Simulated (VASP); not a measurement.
# CaO (Lime) (Fm-3m) in VASP: a series of runs, part 2 of 2

VASP 6.6.1.

### Step 4. Relaxation of the atoms, r2SCAN (a relaxed cell with its volume scaled by 0.98)

INCAR

```
ALGO = Normal
EDIFF = 1E-7
EDIFFG = -0.01
ENCUT = 600
IBRION = 2
ISIF = 2
ISMEAR = 0
LASPH = T
LCHARG = F
LMIXTAU = T
LREAL = F
LWAVE = F
METAGGA = R2SCAN
NELM = 80
NSW = 40
PREC = Accurate
SIGMA = 0.03
```

KPOINTS

```
k-points
0
Gamma
  10 10 10
```

POSCAR

```
CaO                                     
1.0
    0.0000000000      2.3876293755      2.3876293755
    2.3876293755      0.0000000000      2.3876293755
    2.3876293755      2.3876293755      0.0000000000
  Ca              O             
     1     1
Direct
     0.0000000000000000    0.0000000000000000    0.0000000000000000
     0.5000000000000000    0.5000000000000000    0.5000000000000000
```

Potentials or basis: VASP PAW PBE potentials, release 64 (Ca_sv, O).

On the command line:

```console
> cat potpaw_PBE.64/Ca_sv/POTCAR potpaw_PBE.64/O/POTCAR > POTCAR
> mpirun -np 1 vasp_std > vasp.out
```

OUTCAR:

```text
EDIFF = 1E-7
   EDIFFG = -0.01
   ENCUT = 600
   IBRION = 2
   ISIF = 2
   ISMEAR = 0
   LASPH = T
   LREAL = F
   METAGGA = R2SCAN
   NELM = 80
   NSW = 40
   PREC = Accurate

 ion  position               nearest neighbor table
   1  0.000  0.000  0.000-   2 2.39   2 2.39   2 2.39   2 2.39   2 2.39   2 2.39
   2  0.500  0.500  0.500-   1 2.39   1 2.39   1 2.39   1 2.39   1 2.39   1 2.39

  LATTYP: Found a face centered cubic cell.
 ALAT       =     4.7752587510

  Lattice vectors:

 A1 = (   0.0000000000,   2.3876293755,   2.3876293755)
 A2 = (   2.3876293755,   0.0000000000,   2.3876293755)
[... 550 lines left out ...]
  Direction    XX          YY          ZZ          XY          YZ          ZX
  --------------------------------------------------------------------------------------
  -------------------------------------------------------------------------------------
  Total        0.4184726      0.4184726      0.4184726      0.0000000      0.0000000      0.0000000
  in kB       24.6290054     24.6290054     24.6290054      0.0000000      0.0000000      0.0000000
  external PRESSURE =      24.6290054 kB  Pullay stress =       0.0000000 kB

 VOLUME and BASIS-vectors are now :
 -----------------------------------------------------------------------------
  energy-cutoff  :      600.00
  volume of cell :       27.22
      direct lattice vectors                 reciprocal lattice vectors
     0.000000000  2.387629375  2.387629375    -0.209412736  0.209412736  0.209412736
     2.387629375  0.000000000  2.387629375     0.209412736 -0.209412736  0.209412736
     2.387629375  2.387629375  0.000000000     0.209412736  0.209412736 -0.209412736

 POSITION                                       TOTAL-FORCE (eV/Angst)
 -----------------------------------------------------------------------------------
      0.00000      0.00000      0.00000         0.000000      0.000000      0.000000
      2.38763      2.38763      2.38763        -0.000000     -0.000000     -0.000000
 -----------------------------------------------------------------------------------
    total drift:                                0.000000      0.000000      0.000000

  FREE ENERGIE OF THE ION-ELECTRON SYSTEM (eV)
  ---------------------------------------------------
  free  energy   TOTEN  =       -19.4525096661 eV

  energy  without entropy=      -19.4525096661  energy(sigma->0) =      -19.45250967

 reached required accuracy - stopping structural energy minimisation
```

OSZICAR:

```text
N       E                     dE             d eps       ncg     rms          rms(c)
DAV:   1     0.138385863129E+03    0.13839E+03   -0.97149E+03  1128   0.157E+03
DAV:   2    -0.170591413161E+02   -0.15545E+03   -0.14658E+03  1272   0.365E+02
DAV:   3    -0.250066047170E+02   -0.79475E+01   -0.78790E+01  1424   0.864E+01
[... 14 lines left out ...]
DAV:  18    -0.194525013475E+02   -0.52748E-04   -0.47604E-04  1180   0.244E-01    0.391E-02
DAV:  19    -0.194525100250E+02   -0.86775E-05   -0.46862E-05  1564   0.868E-02    0.798E-03
DAV:  20    -0.194525105694E+02   -0.54442E-06   -0.22879E-06  1420   0.179E-02    0.210E-03
DAV:  21    -0.194525096340E+02    0.93546E-06   -0.29231E-07  1276   0.712E-03    0.548E-04
DAV:  22    -0.194525096661E+02   -0.32136E-07   -0.89432E-08   824   0.394E-03
   1 F= -.19452510E+02 E0= -.19452510E+02  d E =-.194525E+02
```

Run time: 2.4 min. Hardware: 1 thread of AMD EPYC 7R13 (Zen 3), shared host; peak memory 0.15 GiB.

What came out:

- Free energy: -19.4525 eV
- Pressure after relaxing: 2.5 GPa
- Band gap on the k mesh: 4.18 eV, indirect (least direct gap 4.55 eV)

Final structure:
```cif
data_structure
_symmetry_space_group_name_H-M 'P 1'
_symmetry_Int_Tables_number 1
_cell_length_a 3.3766
_cell_length_b 3.3766
_cell_length_c 3.3766
_cell_angle_alpha 60.000
_cell_angle_beta 60.000
_cell_angle_gamma 60.000
_cell_volume 27.22
loop_
_atom_site_label
_atom_site_type_symbol
_atom_site_fract_x
_atom_site_fract_y
_atom_site_fract_z
_atom_site_occupancy
Ca1 Ca 0.00000 0.00000 0.00000 1
O1 O 0.50000 0.50000 0.50000 1
```

Levels at points of the mesh, in eV from the valence-band top:
| k point | band 5 | band 6 | band 7 | band 8 | band 9 | band 10 | band 11 | band 12 |
| --- | --- | --- | --- | --- | --- | --- | --- | --- |
| (0.00, 0.00, 0.00) | -16.51 | 0.00 | 0.00 | 0.00 | 5.59 | 6.90 | 6.90 | 6.90 |
| (0.50, 0.00, 0.00) | -15.14 | -2.65 | -1.24 | -1.24 | 7.79 | 9.16 | 9.16 | 9.37 |
| (0.50, 0.50, 0.00) | -16.29 | -1.28 | -0.37 | -0.37 | 4.18 | 8.91 | 9.74 | 10.37 |

Caveat: the relaxation stopped at its first step, so nothing moved; the PAW data sets were made with another functional, which shifts forces and pressure a little. A k mesh can miss the band edges.

### Step 5. Relaxation of the atoms, r2SCAN

INCAR is that of step 4.

KPOINTS is that of step 4.

POSCAR

```
CaO                                     
1.0
    0.0000000000      2.4037624958      2.4037624958
    2.4037624958      0.0000000000      2.4037624958
    2.4037624958      2.4037624958      0.0000000000
  Ca              O             
     1     1
Direct
     0.0000000000000000    0.0000000000000000    0.0000000000000000
     0.5000000000000000    0.5000000000000000    0.5000000000000000
```

On the command line:

```console
> cat potpaw_PBE.64/Ca_sv/POTCAR potpaw_PBE.64/O/POTCAR > POTCAR
> mpirun -np 1 vasp_std > vasp.out
```

Wall time 2.6 min (1 thread of AMD EPYC 7R13 (Zen 3), shared host); peak memory 0.15 GiB.

The run converged. Its results:

```yaml
Free_energy: -19.4576 eV
Pressure_after_relaxing: 0.0 GPa
Band_gap_on_the_k_mesh: 4.19 eV, indirect (least direct gap 4.56 eV)
```

Final structure:
```xyz
2
Lattice="0.0000 2.4038 2.4038 2.4038 0.0000 2.4038 2.4038 2.4038 0.0000" Properties=species:S:1:pos:R:3 pbc="T T T"
Ca    0.0000    0.0000    0.0000
O     2.4038    2.4038    2.4038
```

Levels at points of the mesh, in eV from the valence-band top:
```
           k point  band 6  band 7  band 8  band 9  band 10  band 11
(0.00, 0.00, 0.00)    0.00    0.00    0.00    5.42     6.85     6.85
(0.50, 0.00, 0.00)   -2.60   -1.20   -1.20    7.69     9.04     9.04
(0.50, 0.50, 0.00)   -1.29   -0.37   -0.37    4.19     8.76     9.63
```

Caveat: the relaxation stopped at its first step, so nothing moved; the PAW data sets were made with another functional, which shifts forces and pressure a little.

### Step 6. The runs side by side

```csv
cell,gap on the mesh (eV),pressure (GPa)
atoms relaxed from: a relaxed cell with its volume scaled by 0.94,4.16,8.3
atoms relaxed from: a relaxed cell with its volume scaled by 0.96,4.17,5.2
atoms relaxed from: a relaxed cell with its volume scaled by 0.98,4.18,2.5
atoms relaxed,4.19,0.0
```

Alike in all rows: task relaxation of the atoms; level r2SCAN; potentials or basis VASP PAW PBE potentials, release 64 (Ca_sv, O); no spin polarisation; k mesh 10 × 10 × 10; cutoff (eV) 600; smearing gaussian 0.03 eV.

Caveats: the relaxation stopped at its first step, so nothing moved; the PAW data sets were made with another functional, which shifts forces and pressure a little.

Total energies depend on the potentials used, so only differences within one code and one set of settings carry meaning.
